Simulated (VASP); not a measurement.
Crystal: Te2Pt.

```xyz
3
Lattice="4.0470 0.0000 0.0000 -2.0235 3.5048 0.0000 0.0000 0.0000 5.4784" Properties=species:S:1:pos:R:3 pbc="T T T"
Te    2.0235    1.1683    4.1135
Te    0.0000    2.3365    1.3649
Pt    0.0000    0.0000    0.0000
```

The cell is a database's computed one.

- Program: VASP 6.6.1
- Task: relaxation of cell and atoms
- Functional: PBE
- Potentials or basis: VASP PAW PBE potentials, release 64 (Te, Pt)
- Cutoff: 600 eV
- k mesh: 12 × 12 × 8
- Occupations: gaussian, width 0.1 eV
- Spin: no spin polarisation

At the start: pressure 1.6 GPa; volume 25.90 Å³/atom.

Problem. How do energy, volume and symmetry change on relaxing?

Solution. Over 8 steps the energy falls by 3.2 meV/atom and the volume is 25.96 Å³/atom (+0.2 %); space group P-3m1 (No. 164, to 0.05 Å).

The path:
```csv
step,energy change (eV),largest force (eV/Å),pressure (GPa),volume (Å³)
1,0.0000,0.1762,1.58,77.70
2,0.0067,0.2349,-2.25,80.61
3,-0.0071,0.0033,-0.09,78.89
4,-0.0078,0.0176,-0.08,78.81
5,-0.0085,0.0500,-0.07,78.67
6,-0.0085,0.0643,-0.05,78.60
7,-0.0090,0.0514,-0.06,78.43
8,-0.0097,0.0144,-0.04,77.89
```

Final structure:
```
Te Pt
1.0
     4.08852    0.00000    0.00000
    -2.04426    3.54076    0.00000
     0.00000    0.00000    5.38057
Te Pt
2 1
Direct
  0.66667 0.33333 0.74724
  0.33333 0.66667 0.25276
  0.00000 0.00000 0.00000
```
